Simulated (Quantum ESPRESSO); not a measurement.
**MgS (Niningerite) in Quantum ESPRESSO: the effect of functional**

Crystal: MgS (Niningerite).

```xyz
2
Lattice="0.0000 2.6016 2.6016 2.6016 0.0000 2.6016 2.6016 2.6016 0.0000" Properties=species:S:1:pos:R:3 pbc="T T T"
S     2.6016    2.6016    2.6016
Mg    0.0000    0.0000    0.0000
```

Alike in all runs:

- Program: Quantum ESPRESSO 7.5
- Task: band structure
- Potentials or basis: SG15 PBE 1.2
- Cutoff: 952 eV
- Density cutoff: 3810 eV
- k mesh: 9 × 9 × 9
- Occupations: fermi-dirac, width 0.05 eV
- Spin: no spin polarisation

Question: One run gave: gap on the mesh 4.00 eV; pressure -6.9 GPa. Which functional did it use?
A. LDA
B. RPBE
C. HLE16
D. AM05
E. vdW-DF-cx

Answer: C.

```csv
functional,gap on the mesh (eV),pressure (GPa)
LDA,2.59,-3.0
PBEsol,2.84,-0.6
RPBE,3.10,2.9
AM05,2.87,0.0
vdW-DF-cx,3.06,0.3
HLE16,4.00,-6.9
```

Caveats: the potentials were made for another functional, which shifts forces and pressure; the mesh misses the band edges, which the band path finds closer together; the potentials were made for a functional far from this one (some runs).

Runs at the PBE level aren't shown here.
